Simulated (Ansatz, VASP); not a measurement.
## Si: VASP beside Ansatz

```
Si
1.0
     0.00000    2.70097    2.70097
     2.70097    0.00000    2.70097
     2.70097    2.70097    0.00000
Si
2
Direct
  0.00000 0.00000 0.00000
  0.25000 0.25000 0.25000
```

Alike in both runs: task relaxation of cell and atoms; functional LDA; k mesh 12 × 12 × 12; occupations gaussian, width 0.02 eV; no spin polarisation.

|  | VASP | Ansatz |
| --- | --- | --- |
| version | VASP 6.6.1 | Ansatz 0.2.0 |
| potentials or method | VASP PAW LDA potentials, release 64 (Si) | scalar-relativistic, plane waves, PAW |
| plane-wave cutoff (eV) | 600 | 420 |
| valence electrons in the cell | 8 | 8 |

Ansatz gave:

| Quantity | Value |
| --- | --- |
| gap on the k mesh at the Fermi level, each at its own relaxed structure (eV) | 0.44 |
| relaxed volume (Å³/atom) | 19.70 |
| relaxed cell length with the largest relative difference (Å) | 3.820 |

Q: Estimate VASP's values.

A: gap on the k mesh at the Fermi level, each at its own relaxed structure (eV): 0.44; relaxed volume (Å³/atom): 19.72; relaxed cell length with the largest relative difference (Å): 3.820.

A k mesh can miss the band edges. Expect the measured gap to be larger: semilocal functionals such as LDA lack the derivative discontinuity.
